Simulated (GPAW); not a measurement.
Crystal: CdSe.

```
Cd Se
1.0
     0.00000    3.07027    3.07027
     3.07027    0.00000    3.07027
     3.07027    3.07027    0.00000
Cd Se
1 1
Direct
  0.00000 0.00000 0.00000
  0.25000 0.25000 0.25000
```

Measurements of this composition are mostly on another form, of space group No. 186.

Base run:

| Property | Result |
| --- | --- |
| Program | GPAW 26.7.0 |
| Functional | revPBE |
| Potentials or basis | the program's PAW data sets (release 1.2.1) made for this functional |
| Cutoff | 600 eV |
| Basis | pw |
| k mesh | 8 × 8 × 8 |
| Occupations | fermi-dirac, width 0.05 eV |
| Spin | no spin polarisation |

Its results: band gap on the k mesh 0.68 eV, direct; pressure 2.5 GPa.

Problem. The run is repeated on the same cell with these changes: functional from revPBE to LDA; band points from 100 to 80. What comes out?

Solution. Band gap on the k mesh 0.27 eV, direct; pressure -3.4 GPa.

Not every run made on this cell is shown here.
